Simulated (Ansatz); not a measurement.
**KTaO$_{3}$: strain energy, fitted**

KTaO$_{3}$, Pm-3m, a = 3.986 Å. The structure is a Materials Project entry; whether it is the stable form wasn't checked. Ansatz: PBEsol, PAW, 420 eV, Γ-centred 8×8×8 mesh on 5 atoms, Gaussian smearing 0.02 eV; no spin polarisation. Series: biaxial strain in the a-b plane, c and atoms relaxed; x is the strain in per cent. y is the free energy over the unstrained cell, V0 = 12.662 Å³/atom.

```
x (%) y (meV/atom)
 -4.5             ?
 -3.0         39.70
 -1.5          9.37
  0.0          0.00
  1.5          8.64
  3.0         32.57
  4.5         69.54
```

Fit y = c2 x² + c3 x³ to the other rows, turn c2 into a modulus, and predict the missing energy.

Least squares on the rows shown. y = 4.0175 x² − 0.12996 x³. In eV per unit strain² c2 is 40.17; M is the biaxial modulus (E = M V0 ε²): 40.17 × 160.2 / (12.662) = 508 GPa. At x = -4.5 the fit asked for gives 93.20 meV/atom. The run gave 94.47 meV/atom, so the fit is 1.27 meV/atom too low, 1.3 % of the span of the series, against an rms of 0.07 meV/atom on the fitted rows. The row lies outside the fitted range. With a term in x⁴ added, a fit to the same known rows predicts 93.55 meV/atom, which recovers part of the miss; the known rows don't hold the rest.

Spin–orbit coupling is left out, which can shift energies with elements as heavy as these.

Symmetry holds off the tilts and polar distortions that many cubic perovskites undergo.